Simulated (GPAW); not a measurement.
Runs of GPAW 26.7.0 on Ni. Symmetry: Fm-3m, No. 225, cubic system. The conventional cell has a = 3.475 Å, b = 3.475 Å, c = 3.475 Å, α = 90.00°, β = 90.00°, γ = 90.00°. Ni (site symmetry m-3m) is surrounded by 12 Ni at 2.46 Å. 

```tsv
task	level	potentials or basis	k mesh	smearing	band path	band points	eigensolver	gap on the mesh (eV)	pressure (GPa)	moment (μB)
single point	RPBE	the program's PAW data sets (release 1.2.1) made for this functional, pw	13 × 13 × 13	gaussian 0.05 eV	-	-	-	none	(d)	0.64
band structure	r2SCAN	GPAW PAW data sets (gpaw-data 1.2.1), pw	13 × 13 × 13	fermi-dirac 0.05 eV	GXWKGLUWLK,UX	80	-	-	4.1	0.73
band structure	WC	PAW data sets generated in the run's folder for this functional, pw	11 × 11 × 11	fermi-dirac 0.05 eV	GXWKGLUWLK,UX	100	-	-	1.1	(a)
single point	PBE	GPAW PAW data sets (gpaw-data 1.2.1), pw	13 × 13 × 13	gaussian 0.018 eV	-	-	-	none	10.5	0.64
band structure	vdW-DF	GPAW PAW data sets (gpaw-data 1.2.1), pw	11 × 11 × 11	fermi-dirac 0.05 eV	GXWKGLUWLK,UX	80	-	-	-	0.57
band structure	BLYP	PAW data sets generated in the run's folder for this functional, pw	13 × 13 × 13	fermi-dirac 0.05 eV	GXWKGLUWLK,UX	100	davidson	-	(c)	0.62
band structure	PBEsol	PAW data sets generated in the run's folder for this functional, pw	13 × 13 × 13	fermi-dirac 0.05 eV	GXWKGLUWLK,UX	60	-	-	(b)	0.63
```

Alike in all rows: spin collinear, ferromagnetic start; cell as given; cutoff (eV) 600.

Question: Fill in the values left out.

Answer: (a) 0.58; (b) 0.6; (c) 19.4; (d) 17.0.

Caveats: the stock nickel data set gives pressures a few GPa off other programs (some runs); so large a pressure means that the cell lies far from this level's equilibrium, or that cutoff or potentials fall short (some runs); the PAW data sets were made with another functional, which shifts forces and pressure a little (some runs).

A k mesh can miss the band edges.

A gap of «none» marks a metal or a gap under the smearing width.

Not every run made on this cell is shown here.
